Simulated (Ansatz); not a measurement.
# TiAl (P-6m2) in Ansatz: further runs

The runs below take TiAl through relaxation of cell and atoms, with LDA, PBE, PBEsol, RPBE, revPBE.

All numbers are computed with Ansatz 0.2.0; they aren't measurements. Logs are shortened: lines on timing, memory, paths and dates and some standing lists are left out, and cuts for length are marked.

## 1. The crystal as given

Symmetry: P-6m2, No. 187, hexagonal system. Conventional cell: a = 2.867 Å, b = 2.867 Å, c = 4.678 Å, α = 90.00°, β = 90.00°, γ = 120.00°. Ti (site symmetry -6m2) is surrounded by 6 Al at 2.87 Å and 6 Ti at 2.87 Å. Around Al (site symmetry -6m2) lie 6 Ti at 2.87 Å and 6 Al at 2.87 Å.

The cell comes from a database or a generator and needn't be the stable form of this composition.

## 2. Relaxation of cell and atoms, LDA

Input file input.yaml:

```yaml
crystal:
  lattice:
    - [2.8672622327, 0.0, 0.0]
    - [-1.4336311163, 2.4831219328, 0.0]
    - [0.0, 0.0, 4.678083]
  atoms:
    - { symbol: Ti, position: [0.0, 0.0, 0.0] }
    - { symbol: Al, position: [0.3333333333, 0.6666666667, 0.5] }
hamiltonian:
  xc: lda
  pseudopotentials: { kind: paw }
kpoints:
  mp_grid: { grid: [11, 11, 6] }
scf:
  occupations: { method: fermi_dirac, width: 0.05 }
output:
  forces: true
  stress: true
  eigenvalues: true
  write_density: true
  write_potential: true
  elf: true
  volumetric_format: npy
relax:
  f_tol: 0.01
  max_steps: 40
  cell: { stress_tol: 0.05 }
```

Potentials or basis: Ansatz PAW.

The run is started by

```bash
> ansatz run input.yaml --threads 2 --pin off --max-ram 5632MiB --backend cpu --events-out ev --progress --plain --runs-dir out
```

What it wrote:

```text
Warning: RAYON_NUM_THREADS=2 ignored (pool sized by the plan → 2); use --threads N
Engine: ansatz 0.2.0, aarch64-unknown-linux-gnu
Pseudopotentials: kind: paw
Pseudopotential: Ti, paw, valence charge 12, recommended cutoff 420 eV (normal), Ti.paw.azcp
Pseudopotential: Al, paw, valence charge 3, recommended cutoff 420 eV (normal), Al.paw.azcp
Functional definition: SPW92
  exchange = slater_x
  correlation = pw_c
Crystal: 2 atoms, lattice volume = 33.307 Å³
Basis set: ecut = 420 eV, 663 PW (Γ)
Bands: 12, of which v1, the nominal top of the filled ones, is band 8 counted from 1 (7 counted from 0)
Symmetry: 12 space group operations
Space group: P-6m2 (ITA 187), of the structure as read, at distance tolerance 3.2e-5 Å
k-points: 64 of 726 (time reversal used)
Non-local potential: Ti, projectors of the file, l = 0: 3, l = 1: 2, l = 2: 3, l = 3: 1
Non-local potential: Al, projectors of the file, l = 0: 2, l = 1: 2, l = 2: 1
PAW form: soft (Blöchl's): semilocal exchange-correlation on the pseudo side does not see the compensation charge
PAW frozen core: Ti, regenerated for the run's functional, and the local potential with it (the file was generated under x = pbe(κ = 0.804, μ = 0.2195149727645171), c = pbe(β = 0.06672455060314922))
PAW frozen core: Al, regenerated for the run's functional, and the local potential with it (the file was generated under x = pbe(κ = 0.804, μ = 0.2195149727645171), c = pbe(β = 0.06672455060314922))
PAW one-centre angular grid: Ti, 590 points (default); XC on 64 Gauss nodes
PAW one-centre angular grid: Al, 110 points (default); XC on 64 Gauss nodes
Initial density: superposition of atomic densities (neutral atoms: chi_scale 0, normalization atom), corrected by the library's trained network
Initial wavefunctions: pseudopotential atomic-orbital guess
Functional: x = slater, c = lda
SCF iter   1: F=—  HF=-2963.661722 eV  |F-HF|=—  |Δ(HF+E_count)|=         —  Δρ=6.86e-3  dr2=1.63e-2  ethr=1.77e-3  ⟨swp⟩=5.1  Hψ=3948  notcnv=0
preconditioner: auto → none  [metal: Δε(μ)=0.036 eV  Ē_g=5.069 eV  σ=0.050 eV  W_gap=0.17  n_scr=2 (ndim 8)  ℏωp=17.0 eV  f_vac=0.000  D(μ)=2.88/eV (n_scr^D=34)  sad-step TF]
SCF iter   2: F=—  HF=-2963.659841 eV  |F-HF|=—  |Δ(HF+E_count)|=   1.88e-3  Δρ=4.07e-3  dr2=7.27e-3  ethr=1.08e-4  ⟨swp⟩=2.0  Hψ=1468  notcnv=0
SCF iter   3: F=—  HF=-2963.658666 eV  |F-HF|=—  |Δ(HF+E_count)|=   1.17e-3  Δρ=7.71e-4  dr2=4.12e-4  ethr=4.84e-5  ⟨swp⟩=2.1  Hψ=1065  notcnv=0
SCF iter   4: F=—  HF=-2963.658552 eV  |F-HF|=—  |Δ(HF+E_count)|=   1.14e-4  Δρ=1.75e-4  dr2=6.65e-6  ethr=2.75e-6  ⟨swp⟩=2.2  Hψ=1024  notcnv=0
SCF iter   5: F=—  HF=-2963.658548 eV  |F-HF|=—  |Δ(HF+E_count)|=   4.09e-6  Δρ=2.39e-5  dr2=1.76e-7  ethr=4.43e-8  ⟨swp⟩=2.7  Hψ=1272  notcnv=0
SCF iter   6: F=-2963.658548 eV  HF=-2963.658548 eV  |F-HF|=4.81e-10  |Δ(HF+E_count)|=   6.33e-9  Δρ=2.91e-6  dr2=1.69e-9  ethr=6.67e-10  ⟨swp⟩=6.7  Hψ=3593  notcnv=0
SCF 1 converged in 6 iterations: F = -2963.658548 eV  dr2 = 1.69e-9
relax step   1: F+E_penalty+E_count = -2963.65854806 eV  Δ(F+E_penalty+E_count) = +0.000e0 eV  max|allowed force component| = 2.400e-17 eV/Å  Δτ_max = 0.0000 Å  P = -6.102 GPa  Ω = 33.307 Å³  (6 SCF iters, dr2 threshold 1.00e-7 eV, accepted)
Crystal: 2 atoms, lattice volume = 30.149 Å³
Basis set: ecut = 420 eV, 591 PW (Γ)
Initial density: handed on by an earlier stage of this run
Initial wavefunctions: those handed on with the density
iter 1 solved again at ethr=6.94e-5 eV; its pass at ethr=3.10e-3 eV (dr2=1.04e-2 eV) is discarded
SCF iter   1: F=—  HF=-2963.677494 eV  |F-HF|=—  |Δ(HF+E_count)|=         —  Δρ=3.75e-3  dr2=1.04e-2  ethr=6.94e-5  ⟨swp⟩=1.0  Hψ=5409  notcnv=0
preconditioner: auto → none  [metal: Δε(μ)=0.009 eV  Ē_g=5.464 eV  σ=0.050 eV  W_gap=0.05  n_scr=2 (ndim 8)  ℏωp=17.9 eV  f_vac=0.000  D(μ)=2.64/eV (n_scr^D=34)]
SCF iter   2: F=—  HF=-2963.674182 eV  |F-HF|=—  |Δ(HF+E_count)|=   3.31e-3  Δρ=1.67e-3  dr2=7.18e-4  ethr=6.93e-5  ⟨swp⟩=2.2  Hψ=1021  notcnv=0
SCF iter   3: F=—  HF=-2963.673855 eV  |F-HF|=—  |Δ(HF+E_count)|=   3.27e-4  Δρ=3.88e-4  dr2=5.53e-5  ethr=4.78e-6  ⟨swp⟩=2.8  Hψ=1143  notcnv=0
SCF iter   4: F=—  HF=-2963.673833 eV  |F-HF|=—  |Δ(HF+E_count)|=   2.22e-5  Δρ=4.82e-5  dr2=7.14e-7  ethr=3.68e-7  ⟨swp⟩=2.0  Hψ=966  notcnv=0
iter 5 did not close the SCF: its close was put off for the readings that it lacked (scf_convergence_deferred on its scf_iter line)
SCF iter   5: F=-2963.673833 eV  HF=-2963.673833 eV  |F-HF|=1.04e-9  |Δ(HF+E_count)|=   1.76e-7  Δρ=7.43e-6  dr2=1.26e-8  ethr=4.76e-9  ⟨swp⟩=2.2  Hψ=977  notcnv=0
SCF iter   6: F=-2963.673833 eV  HF=-2963.673833 eV  |F-HF|=1.90e-10  |Δ(HF+E_count)|=  7.87e-11  Δρ=9.15e-7  dr2=1.18e-10  ethr=8.39e-11  ⟨swp⟩=4.2  Hψ=3422  notcnv=0
SCF 2 converged in 6 iterations: F = -2963.673833 eV  dr2 = 1.18e-10
relax step   2: F+E_penalty+E_count = -2963.67383285 eV  Δ(F+E_penalty+E_count) = -1.528e-2 eV  max|allowed force component| = 2.776e-17 eV/Å  Δτ_max = 0.0000 Å  P = +5.513 GPa  Ω = 30.149 Å³  energy of the carried Pulay correction = +1.048e-3 eV  (6 SCF iters, dr2 threshold 2.00e-7 eV, accepted)
[... 49 lines left out ...]
SCF iter   5: F=-2963.696060 eV  HF=-2963.696060 eV  |F-HF|=9.09e-13  |Δ(HF+E_count)|=  2.41e-11  Δρ=5.59e-8  dr2=6.52e-13  ethr=1.00e-12  ⟨swp⟩=1.7  Hψ=926  notcnv=0
SCF iter   6: F=-2963.696060 eV  HF=-2963.696060 eV  |F-HF|=4.55e-13  |Δ(HF+E_count)|=    0.00e0  Δρ=6.89e-9  dr2=9.49e-15  ethr=1.00e-12  ⟨swp⟩=3.0  Hψ=2544  notcnv=0
SCF 6 converged in 6 iterations: F = -2963.696060 eV  dr2 = 9.49e-15
relax step   6: F+E_penalty+E_count = -2963.69605987 eV  Δ(F+E_penalty+E_count) = -1.007e-5 eV  max|allowed force component| = 3.209e-17 eV/Å  Δτ_max = 0.0000 Å  P = -0.001 GPa  Ω = 31.432 Å³  energy of the carried Pulay correction = +6.177e-6 eV  (6 SCF iters, accepted)
iter 1 solved again at ethr=1.15e-8 eV; its pass at ethr=3.10e-3 eV (dr2=1.73e-6 eV) is discarded
SCF iter   1: F=—  HF=-2963.696052 eV  |F-HF|=—  |Δ(HF+E_count)|=         —  Δρ=1.03e-6  dr2=5.64e-11  ethr=1.15e-8  ⟨swp⟩=3.0  Hψ=6090  notcnv=0
eigensolver tolerance schedule: the retry pair's looser diagonalisation over-reported the residual by 30686.73 of it (diagonalisation noise at 0.13 of the residual, at the tolerance the schedule requests for it); recorded, not acted on — ethr = c·dr2/N_el stays at c = 1.0e-1
preconditioner: auto → none  [metal: Δε(μ)=0.020 eV  Ē_g=5.285 eV  σ=0.050 eV  W_gap=0.10  n_scr=2 (ndim 8)  ℏωp=17.5 eV  f_vac=0.000  D(μ)=2.66/eV (n_scr^D=34)]
SCF iter   2: F=—  HF=-2963.696052 eV  |F-HF|=—  |Δ(HF+E_count)|=  5.64e-11  Δρ=5.05e-7  dr2=1.34e-11  ethr=1.00e-12  ⟨swp⟩=2.0  Hψ=1250  notcnv=0
iter 3 did not close the SCF: its close was put off for the readings that it lacked (scf_convergence_deferred on its scf_iter line)
SCF iter   3: F=-2963.696052 eV  HF=-2963.696052 eV  |F-HF|=3.64e-12  |Δ(HF+E_count)|=  3.00e-11  Δρ=1.21e-7  dr2=4.25e-12  ethr=1.00e-12  ⟨swp⟩=1.0  Hψ=768  notcnv=0
iter 4 did not close the SCF: its close was put off for the readings that it lacked (scf_convergence_deferred on its scf_iter line)
SCF iter   4: F=-2963.696052 eV  HF=-2963.696052 eV  |F-HF|=4.55e-13  |Δ(HF+E_count)|=  4.55e-13  Δρ=1.29e-8  dr2=5.50e-14  ethr=1.00e-12  ⟨swp⟩=1.0  Hψ=768  notcnv=0
iter 5 did not close the SCF: its close was put off for the readings that it lacked (scf_convergence_deferred on its scf_iter line)
SCF iter   5: F=-2963.696052 eV  HF=-2963.696052 eV  |F-HF|=0.00e0  |Δ(HF+E_count)|=  4.55e-13  Δρ=1.81e-9  dr2=3.37e-16  ethr=1.00e-12  ⟨swp⟩=1.0  Hψ=768  notcnv=0
iter 6 did not close the SCF: its close was put off for the readings that it lacked (scf_convergence_deferred on its scf_iter line)
SCF iter   6: F=-2963.696052 eV  HF=-2963.696052 eV  |F-HF|=9.09e-13  |Δ(HF+E_count)|=  9.09e-13  Δρ=2.72e-10  dr2=2.79e-17  ethr=1.00e-12  ⟨swp⟩=1.0  Hψ=768  notcnv=0
SCF iter   7: F=-2963.696052 eV  HF=-2963.696052 eV  |F-HF|=4.55e-13  |Δ(HF+E_count)|=  9.09e-13  Δρ=3.66e-11  dr2=4.95e-19  ethr=1.00e-12  ⟨swp⟩=1.1  Hψ=1798  notcnv=0
SCF 7 converged in 7 iterations: F = -2963.696052 eV  dr2 = 4.95e-19
relax step   7: F+E_penalty+E_count = -2963.69605165 eV  Δ(F+E_penalty+E_count) = +8.220e-6 eV  max|allowed force component| = 4.178e-17 eV/Å  Δτ_max = 0.0000 Å  P = -0.001 GPa  Ω = 31.432 Å³  stress off target by 1.34e-3 GPa  SCF on the basis re-selected at this cell (its energy is not comparable with the rows above)  (7 SCF iters)
basis re-selected at this cell: Δ(F+E_penalty+E_count) = +8.220e-6 eV, ΔP = -0.000 GPa vs the last step (what re-selecting the basis moved, of the pressure what is left beyond the Pulay correction that the steps carried, after the strain that the cell walked since its last selection, with what the two solves' SCF thresholds leave and, on support functions, any second-order correction that the steps lacked; it is no measure of the basis error at this ecutwfc). This SCF's stress stands 1.34e-3 GPa from its target on what of the cell is left free (relax.cell.stress_tol is 5.00e-2 GPa) and its largest allowed force component is 4.18e-17 eV/Å (relax.f_tol is 1.00e-2 eV/Å): within both
SCF converged after 7 iterations
Free energy (F): -2963.696052 eV
Harris-Foulkes:  -2963.696052 eV  (|F-HF|=4.55e-13)
Internal energy: -2963.674123 eV  (E = F + TS)
E sigma→0 (E₀):  -2963.685087 eV
Entropy (-TS):   -0.021929 eV (-10.964 meV/atom)
Fermi energy:    10.944249 eV
--- Per-component energies (eV) ---
  E_band       = -158.921211
  E_kinetic    = 297.724253
  E_local      = -1134.272102  (includes V_loc(G=0)·N_el)
  E_nonlocal   = 23.527927
  E_hartree    = 491.251512
  E_xc         = -136.953071
  E_vxc        = -152.154428  (∫ρ·V_xc dr)
  E_paw        = -1442.764022  (= ΣΔE_a)
  E_vpaw       = -176.249990  (= ΣTr[D̂ρ^β])
  E_aug_tail   = 0.000104  (compensation charges beyond the density's cutoff)
  E_ewald      = -1062.570391
  E_core_change = 0.381667  (= ΣΔE_core)
  E_smearing   = -0.021929  (= −TS)
  E_closure    = 0.000000  (closes the sum)
  Σ components = -2963.696052   (vs F -2963.696052, Δ=0.00e0)
--- Forces (eV/Å), atoms counted from 1 ---
  atom   1  Ti     0.00000000     0.00000000     0.00000000
  atom   2  Al     0.00000000    -0.00000000     0.00000000
  max |Σ_I F_I| component: 8.30e-17 eV/Å
--- Stress (GPa, compression-positive) ---
       -0.001252       0.000000       0.000000
        0.000000      -0.001252      -0.000000
        0.000000      -0.000000      -0.001344
  P = ⅓ Tr σ = -0.0013 GPa (-0.013 kbar)
--- Band table (eV; the first three rows and the last of 64) ---
  k-point 0: bands = ["-44.8409", "-21.4872", "-20.9980", "-20.9980", "1.7957", "8.6075", "9.1748", "12.2649", "12.2649", "13.8674", "13.8674", "15.1357"]
  k-point 1: bands = ["-44.8409", "-21.4888", "-20.9979", "-20.9979", "1.9765", "7.5168", "9.8818", "12.2681", "12.2681", "13.8462", "13.8462", "15.7216"]
  k-point 2: bands = ["-44.8408", "-21.4921", "-20.9979", "-20.9979", "2.4316", "6.2353", "10.3373", "12.2744", "12.2744", "13.8046", "13.8046", "17.0790"]
  k-point 63: bands = ["-44.7010", "-21.5571", "-21.4177", "-21.3565", "8.3271", "9.1605", "10.2306", "10.6199", "11.0096", "12.2305", "14.3817", "15.9218"]
--- Relaxed structure (5 steps of the walk, 5 accepted, 2 SCFs on fresh bases) ---
  F+E_penalty+E_count = -2963.69605165 eV   max|allowed force component| = 4.178e-17 eV/Å   (the final SCF, on the basis selected at the relaxed cell)
  cell:  # Å, volume = 31.4319 Å³
    - [2.813411009238432, -2.832524920862603e-11, 2.0614424934999966e-29]
    - [-1.4067055045946857, 2.436485405301461, -1.773568830886594e-18]
    - [-5.9738731997043065e-33, -3.341318880642564e-18, 4.585368438517073]
  atoms:
    - { symbol: Ti, position: [3.0814879110195774e-33, -3.700743415524894e-17, 1.4237686087098477e-34] }
    - { symbol: Al, position: [0.33333333333333337, 0.6666666666666667, 0.49999999999999994] }
```

It took 8.6 s on 2 threads of Arm Neoverse V2, shared host; peak memory 0.33 GiB.

Results:

- Free energy: -2963.6961 eV
- Relaxed volume: 15.72 Å³/atom
- Relaxed cell: a = 2.813 Å, b = 2.813 Å, c = 4.585 Å, α = 90.00°, β = 90.00°, γ = 120.00°
- Space group after relaxing (to 0.05 Å): P-6m2 (No. 187)
- Energy gained by relaxing: 18.8 meV/atom
- Ionic steps: 7
- Pressure after relaxing: 0.0 GPa
- Band gap on the k mesh: none (metal or under the smearing width)

The path:
```csv
step,energy change (eV),largest force (eV/Å),volume (Å³)
1,0.0000,0.0000,33.31
2,-0.0153,0.0000,30.15
3,-0.0377,0.0000,31.56
4,-0.0379,0.0000,31.45
5,-0.0375,0.0000,31.45
6,-0.0375,0.0000,31.43
7,-0.0375,0.0000,31.43
```

Final structure:
```yaml
crystal:
  lattice:
    - [2.81341, 0.00000, 0.00000]
    - [-1.40671, 2.43649, 0.00000]
    - [0.00000, 0.00000, 4.58537]
  atoms:
    - { symbol: Ti, position: [0.00000, 0.00000, 0.00000] }
    - { symbol: Al, position: [0.33333, 0.66667, 0.50000] }
```

Caveat: the plane-wave basis is chosen anew once the cell has moved, so the energies of steps on either side of that aren't comparable; the PAW data sets come from PBE, with cores solved anew for the run's functional, which leaves a small shift of forces and pressure.

## 3. Relaxation of cell and atoms, PBE

input.yaml, as its differences from that of step 2:

```diff
@@ -9,3 +9,3 @@
 hamiltonian:
-  xc: lda
+  xc: pbe
   pseudopotentials: { kind: paw }
@@ -19,6 +19,2 @@
   eigenvalues: true
-  write_density: true
-  write_potential: true
-  elf: true
-  volumetric_format: npy
 relax:
```

Potentials or basis: Ansatz PAW.

The run is started by

```bash
> ansatz run input.yaml --threads 2 --pin off --max-ram 5632MiB --backend cpu --events-out ev --progress --plain --runs-dir out
```

It took 4.2 s on 2 threads of Arm Neoverse V2, shared host; peak memory 0.33 GiB.

Results (log left out):

| Item | Value |
| --- | --- |
| Free energy | -3037.6795 eV |
| Relaxed volume | 16.72 Å³/atom |
| Relaxed cell | a = 2.886 Å, b = 2.886 Å, c = 4.637 Å, α = 90.00°, β = 90.00°, γ = 120.00° |
| Space group after relaxing (to 0.05 Å) | P-6m2 (No. 187) |
| Energy gained by relaxing | 1.0 meV/atom |
| Ionic steps | 3 |
| Pressure after relaxing | 0.0 GPa |
| Band gap on the k mesh | none (metal or under the smearing width) |

Step by step:
```csv
step,energy change (eV),largest force (eV/Å),volume (Å³)
1,0.0000,0.0000,33.31
2,-0.0020,0.0000,33.45
3,-0.0021,0.0000,33.45
```

Final structure:
```xyz
2
Lattice="2.8858 0.0000 0.0000 -1.4429 2.4992 0.0000 0.0000 0.0000 4.6375" Properties=species:S:1:pos:R:3 pbc="T T T"
Ti    0.0000    0.0000    0.0000
Al    0.0000    1.6661    2.3187
```

Levels at points of the mesh, in eV from the Fermi level:
```
            k point  band 4  band 5  band 6  band 7  band 8  band 9  band 10  band 11
 (0.00, 0.00, 0.00)  -32.42   -8.84   -2.21   -1.68    1.28    1.28     2.73     2.73
(0.00, 0.00, -0.50)  -32.42   -7.91   -5.20   -0.33    1.29    1.29     2.65     2.65
```

Caveat: the plane-wave basis is chosen anew once the cell has moved, so the energies of steps on either side of that aren't comparable.

[end of part 1 of 2]
